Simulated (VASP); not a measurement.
Here is a VASP 6.6.1 calculation.

The input INCAR:

```
PREC = Accurate
ENCUT = 600
EDIFF = 1E-6
ISMEAR = -1
SIGMA = 0.05
LREAL = F
LASPH = T
NELM = 80
ALGO = Normal
ISIF = 3
LWAVE = F
LCHARG = F
GGA = MK
LUSE_VDW = T
AGGAC = 0.0
PARAM1 = 0.1234
PARAM2 = 1.0
IBRION = 2
NSW = 60
EDIFFG = -0.01
```

KPOINTS

```
Automatic mesh
0
Gamma
  7 7 7
```

Contents of POSCAR:

```
NaI
1.0
    0.0000000000      3.2364000000      3.2364000000
    3.2364000000      0.0000000000      3.2364000000
    3.2364000000      3.2364000000      0.0000000000
I Na
1 1
Direct
    0.5000000000      0.5000000000      0.5000000000
    0.0000000000      0.0000000000      0.0000000000
```

Potentials or basis: VASP PAW PBE potentials, release 64 (I, Na_pv).

Run with:

```console
$ cat potpaw_PBE.64/I/POTCAR potpaw_PBE.64/Na_pv/POTCAR > POTCAR
$ mpirun -np 1 vasp_std > vasp.out
```

Predict the relaxed volume.

33.26 Å³/atom.

Predict the relaxed cell.

a = 4.548 Å, b = 4.548 Å, c = 4.548 Å, α = 60.00°, β = 60.00°, γ = 60.00°.

What does it give for the space group after relaxing (to 0.05 Å)?

Fm-3m (No. 225).

Step by step:
```tsv
step	energy change (eV)	largest force (eV/Å)	pressure (GPa)	volume (Å³)
1	0.0000	0.0000	-0.35	67.80
2	-0.0012	0.0000	-0.18	67.07
3	-0.0016	0.0000	-0.04	66.52
```

Caveat: the PAW data sets were made with another functional, which shifts forces and pressure a little.
